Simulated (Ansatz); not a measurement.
Here is an Ansatz 0.2.0 calculation.

File input.yaml:

```yaml
crystal:
  lattice:
    - [0.0, 2.701992, 2.701992]
    - [2.701992, 0.0, 2.701992]
    - [2.701992, 2.701992, 0.0]
  atoms:
    - { symbol: Pb, position: [0.0, 0.0, 0.0] }
    - { symbol: O, position: [0.75, 0.75, 0.75] }
    - { symbol: O, position: [0.25, 0.25, 0.25] }
hamiltonian:
  xc: pbe
  pseudopotentials: { kind: paw, accuracy: stringent }
kpoints:
  mp_grid: { grid: [6, 6, 6] }
scf:
  occupations: { method: methfessel_paxton, width: 0.1 }
  mixing: { algorithm: anderson, beta: 0.05 }
output:
  forces: true
  stress: true
  eigenvalues: true
  bader: true
  populations: true
  write_density: true
  write_potential: true
  elf: true
  volumetric_format: npy
```

Potentials or basis: SSSP precision PAW.

Run with:

```bash
$ ansatz run input.yaml --threads 2 --pin off --max-ram 5120MiB --backend cpu --events-out ev --progress --plain --runs-dir out
```

Predict the Bader charges.

Pb +2.00; O -1.00 e.

Predict the band gap on the k mesh.

none (metal or under the smearing width).

Estimate the pressure.

1.1 GPa.

The run has no spin-orbit coupling, so splittings on Pb are missing.
